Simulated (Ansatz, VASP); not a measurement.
**InAs3: VASP beside Ansatz**

```
In As
1.0
    -3.07387    3.07387    3.07387
     3.07387   -3.07387    3.07387
     3.07387    3.07387   -3.07387
In As
1 3
Direct
  0.00000 0.00000 0.00000
  0.00000 0.50000 0.50000
  0.50000 0.00000 0.50000
  0.50000 0.50000 0.00000
```

Alike in both runs: task relaxation of cell and atoms; functional PBE; k mesh 4 × 4 × 4; occupations gaussian, width 0.1 eV; no spin polarisation.

|  | VASP | Ansatz |
| --- | --- | --- |
| version | VASP 6.6.1 | Ansatz 0.2.0 |
| potentials or method | VASP PAW PBE potentials, release 64 (In_d, As) | scalar-relativistic, plane waves, PAW |
| plane-wave cutoff (eV) | 600 | 420 |
| valence electrons in the cell | 28 | 58 |

|  | VASP | Ansatz | Ansatz less VASP |
| --- | --- | --- | --- |
| gap on the k mesh at the Fermi level, each at its own relaxed structure (eV) | none | none | - |
| relaxed volume (Å³/atom) | 21.98 | 21.98 | +0.008 |
| relaxed cell length with the largest relative difference (Å) | 4.851 | 4.852 | +0.0006 |
| energy change over the relaxation (meV/atom) | -288 | -290 | -1.5 |

A gap of «none» marks a metal or a gap that the smearing closes. The two sets of potentials don't hold the same shells in valence.

Caveats: the k mesh is coarse (spacing up to 0.36 Å⁻¹), so the values aren't converged; the volume moved by over 15 % at a fixed basis, so the end points are rough (VASP).
